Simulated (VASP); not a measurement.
# GaN (P6_3mc) in VASP: elastic constants with PBEsol

Aim: the elastic constants of GaN with PBEsol.

All numbers are computed with VASP 6.6.1; they aren't measurements. Logs are shortened: lines on timing, memory, paths and dates and some standing lists are left out, and cuts for length are marked.

## (1) Starting point

It takes space group P6_3mc (No. 186, hexagonal). The conventional cell has a = 3.180 Å, b = 3.180 Å, c = 5.182 Å, α = 90.00°, β = 90.00°, γ = 120.00°. Ga (site symmetry 3m) has 4 N at 1.94 to 1.95 Å as nearest neighbours. N (site symmetry 3m) has 4 Ga at 1.94 to 1.95 Å as nearest neighbours.

The cell was built by a generator and needn't be a form met in nature.

## (2) Elastic constants, PBEsol

The input, POSCAR:

```
GaN
1.0
    3.1796310000      0.0000000000      0.0000000000
   -1.5898155000      2.7536412207      0.0000000000
    0.0000000000      0.0000000000      5.1824700000
Ga N
2 2
Direct
    0.3333333333      0.6666666667      0.0000000000
    0.6666666667      0.3333333333      0.5000000000
    0.3333333333      0.6666666667      0.3764400000
    0.6666666667      0.3333333333      0.8764400000
```

The input, INCAR.step1:

```
SYSTEM = GaN
  PREC = Accurate
  ENCUT = 600
  EDIFF = 1E-8
  ISMEAR = 0
  SIGMA = 0.05
  LREAL = .FALSE.
  LASPH = .TRUE.
  NELM = 100
  ALGO = Normal
  ISIF = 3
  LWAVE = .FALSE.
  LCHARG = .FALSE.
  GGA = PS
  IBRION = 2
  NSW = 40
  EDIFFG = -0.002
```

The input, INCAR.step2:

```
SYSTEM = GaN
  PREC = Accurate
  ENCUT = 600
  EDIFF = 1E-8
  ISMEAR = 0
  SIGMA = 0.05
  LREAL = .FALSE.
  LASPH = .TRUE.
  NELM = 100
  ALGO = Normal
  ISIF = 3
  LWAVE = .FALSE.
  LCHARG = .FALSE.
  GGA = PS
  IBRION = 6
  NFREE = 2
  POTIM = 0.015
  NSW = 1
```

The input, KPOINTS:

```
regular mesh
0
G
  9 9 6
  0 0 0
```

Potentials or basis: VASP PAW PBE potentials, release 64 (Ga_d, N).

Command:

```console
$ cat potpaw_PBE.64/Ga_d/POTCAR potpaw_PBE.64/N/POTCAR > POTCAR
$ cp INCAR.step1 INCAR
$ mpirun -np 1 vasp_std > vasp.out
$ cp CONTCAR POSCAR
$ cp INCAR.step2 INCAR
$ mpirun -np 1 vasp_std > vasp.out
```

OUTCAR:

```text
SYSTEM = GaN
   PREC = Accurate
   ENCUT = 600
   EDIFF = 1E-8
   ISMEAR = 0
   LREAL = .FALSE.
   LASPH = .TRUE.
   NELM = 100
   ISIF = 3
   GGA = PS
   IBRION = 6
   NFREE = 2
   POTIM = 0.015
   NSW = 1

 ion  position               nearest neighbor table
   1  0.333  0.667  1.000-   4 1.94   4 1.94   4 1.94   3 1.95
   2  0.667  0.333  0.500-   3 1.94   3 1.94   3 1.94   4 1.95
   3  0.333  0.667  0.377-   2 1.94   2 1.94   2 1.94   1 1.95
   4  0.667  0.333  0.877-   1 1.94   1 1.94   1 1.94   2 1.95

  LATTYP: Found a hexagonal cell.
 ALAT       =     3.1803093890
 C/A-ratio  =     1.6296166924

  Lattice vectors:

 A1 = (   3.1803093890,   0.0000000000,   0.0000000000)
 A2 = (  -1.5901546945,   2.7542287228,   0.0000000000)
 A3 = (   0.0000000000,   0.0000000000,   5.1826852674)

Analysis of symmetry for initial positions (statically):
=====================================================================
 Subroutine PRICEL returns:
 Original cell was already a primitive cell.

 Routine SETGRP: Setting up the symmetry group for a
 hexagonal supercell.

 Subroutine GETGRP returns: Found 12 space group operations
 (whereof  6 operations were pure point group operations)
 out of a pool of 24 trial point group operations.

The static configuration has the point symmetry C_3v.
 The point group associated with its full space group is C_6v.

Analysis of symmetry for dynamics (positions and initial velocities):
=====================================================================
 Subroutine PRICEL returns:
 Original cell was already a primitive cell.

 Routine SETGRP: Setting up the symmetry group for a
 hexagonal supercell.

 Subroutine GETGRP returns: Found 12 space group operations
[... 374 lines left out ...]
      4      -8.1332      2.00000
      5      -8.1332      2.00000
      6      -8.0680      2.00000
[... 589 lines left out ...]
     21      12.8198      0.00000
     22      13.4865      0.00000

 [... further k-points ...]

------------------------ aborting loop because EDIFF is reached ----------------------------------------

  FORCE on cell =-STRESS in cart. coord.  units (eV):
  Direction    XX          YY          ZZ          XY          YZ          ZX
  --------------------------------------------------------------------------------------
  -------------------------------------------------------------------------------------
  Total       -0.0772974     -0.0772974      0.1516846      0.0000000      0.0000000      0.0000000
  in kB       -2.7280419     -2.7280419      5.3533784      0.0000000      0.0000000      0.0000000
  external PRESSURE =      -0.0342351 kB  Pullay stress =       0.0000000 kB
[... 19 lines left out ...]
  FREE ENERGIE OF THE ION-ELECTRON SYSTEM (eV)
  ---------------------------------------------------
  free  energy   TOTEN  =       -26.2699632571 eV

  energy  without entropy=      -26.2699632571  energy(sigma->0) =      -26.26996326

 INTERNAL STRAIN TENSORS FROM STRAINED CELLS
 ============================================

 INTERNAL STRAIN TENSOR FOR ION    1 for displacements in x,y,z  (eV/Angst):
          X           Y           Z          XY          YZ          ZX
  --------------------------------------------------------------------------------
  x     0.00000     0.00000     0.00000    -7.90821     0.00000    -5.37344
  y    -7.94761     7.97509    -0.00000    -0.00003    -5.36870    -0.00010
  z    -5.20495    -5.21158     9.83916    -0.00028     0.00011    -0.00004

 INTERNAL STRAIN TENSORS FROM DISPLACED ATOMS
 ============================================

 INTERNAL STRAIN TENSOR FOR ION    1 for displacements in x,y,z  (eV/Angst):
          X           Y           Z          XY          YZ          ZX
  --------------------------------------------------------------------------------
  x     0.00000     0.00000     0.00000    -7.92132    -0.00000    -5.38035
  y    -7.92132     7.92132     0.00000     0.00000    -5.38032     0.00000
  z    -5.16249    -5.16249     9.79651     0.00000     0.00000     0.00000

 INTERNAL STRAIN TENSOR FOR ION    4 for displacements in x,y,z  (eV/Angst):
          X           Y           Z          XY          YZ          ZX
  --------------------------------------------------------------------------------
  x     0.00000     0.00000    -0.00000     9.28165    -0.00000     5.36538
  y     9.28165    -9.28165     0.00000     0.00000     5.36535     0.00000
  z     5.20960     5.20960    -9.77773     0.00000    -0.00000     0.00000

 Eigenvectors and eigenvalues of the dynamical matrix
 ----------------------------------------------------

   1 f  =   20.330005 THz   127.737186 2PiTHz  678.135959 cm-1    84.078105 meV
             X         Y         Z           dx          dy          dz
     -0.000000  1.836152  5.182348    -0.000000    0.000000    0.034419
      1.590155  0.918076  2.591005    -0.000000    0.000000   -0.034419
     -0.000000  1.836152  1.951308    -0.000000    0.000000   -0.706269
      1.590155  0.918076  4.542650     0.000000   -0.000000    0.706269
[... 71 lines left out ...]
  12 f/i=    0.003166 THz     0.019891 2PiTHz    0.105597 cm-1     0.013092 meV
             X         Y         Z           dx          dy          dz
     -0.000000  1.836152  5.182348    -0.066239    0.641814   -0.000000
      1.590155  0.918076  2.591005    -0.066239    0.641814   -0.000000
     -0.000000  1.836152  1.951308    -0.029698    0.287758   -0.000000
      1.590155  0.918076  4.542650    -0.029698    0.287758   -0.000000

--------------------------------------------------------------------------------------------------------

 ELASTIC MODULI CONTR FROM IONIC RELAXATION (kBar)
 Direction    XX          YY          ZZ          XY          YZ          ZX
 --------------------------------------------------------------------------------
 XX        -610.4152    283.0138    308.9361      0.0000      0.0000     -0.0000
 YY         283.0138   -610.4152    308.9361     -0.0000     -0.0000      0.0000
 ZZ         308.9361    308.9361   -583.0246     -0.0000      0.0000     -0.0000
 XY           0.0000     -0.0000     -0.0000   -446.7145     -0.0000     -0.0000
 YZ           0.0000     -0.0000      0.0000     -0.0000   -161.4539      0.0000
 ZX          -0.0000      0.0000     -0.0000     -0.0000      0.0000   -161.4556
 --------------------------------------------------------------------------------

 TOTAL ELASTIC MODULI (kBar)
 Direction    XX          YY          ZZ          XY          YZ          ZX
 --------------------------------------------------------------------------------
 XX        3452.0890   1275.1469    916.5404      0.0000      0.0000     -0.0000
 YY        1275.1469   3452.0890    916.5404     -0.0000     -0.0000      0.0000
 ZZ         916.5404    916.5404   3842.5610     -0.0000      0.0000     -0.0000
 XY           0.0000     -0.0000     -0.0000   1088.4710     -0.0000     -0.0000
 YZ           0.0000     -0.0000      0.0000     -0.0000    917.3183      0.0000
 ZX          -0.0000      0.0000     -0.0000     -0.0000      0.0000    917.3168
 --------------------------------------------------------------------------------
```

OSZICAR.step1:

```text
N       E                     dE             d eps       ncg     rms          rms(c)
DAV:   1     0.288166746484E+03    0.28817E+03   -0.19994E+04  2218   0.333E+03
DAV:   2     0.740897614876E+01   -0.28076E+03   -0.27238E+03  2338   0.559E+02
DAV:   3    -0.283689550597E+02   -0.35778E+02   -0.35385E+02  2372   0.163E+02
[... 34 lines left out ...]
DAV:   1    -0.262719520764E+02   -0.55121E-05   -0.30344E-04  2358   0.162E-01    0.134E-02
DAV:   2    -0.262719496492E+02    0.24272E-05   -0.14500E-05  2714   0.664E-02    0.755E-03
DAV:   3    -0.262719482064E+02    0.14428E-05   -0.30016E-06  3262   0.239E-02    0.121E-03
DAV:   4    -0.262719482313E+02   -0.24864E-07   -0.56700E-07  2212   0.734E-03    0.440E-04
DAV:   5    -0.262719482318E+02   -0.53660E-09   -0.33727E-08  2342   0.248E-03
   4 F= -.26271948E+02 E0= -.26271948E+02  d E =-.166678E-05
```

Run time: 33 min. Hardware: 1 thread of Intel Xeon Platinum 8488C (Sapphire Rapids), shared host; peak memory 0.52 GiB.

Results:

| Quantity | Value |
| --- | --- |
| Voigt bulk modulus | 188 GPa |
| Highest phonon frequency at Γ, LO-TO splitting left out | 678 cm⁻¹ |

Phonon frequencies in cm⁻¹ (negative: imaginary):
| q point | frequencies |
| --- | --- |
| (0.000, 0.000, 0.000) | 0 0 0 137 137 328 520 542 542 551 551 678 |

Elastic tensor in Voigt notation (GPa, in the Cartesian axes of the cell as first typed):
```
345 128  92   0   0   0
128 345  92   0   0   0
 92  92 384   0   0   0
  0   0   0  92   0   0
  0   0   0   0  92   0
  0   0   0   0   0 109
```

Clamped-ion elastic tensor (GPa):
```
406  99  61   0   0   0
 99 406  61   0   0   0
 61  61 443   0   0   0
  0   0   0 108   0   0
  0   0   0   0 108   0
  0   0   0   0   0 154
```

Caveat: the PAW data sets were made with another functional, which shifts forces and pressure a little.
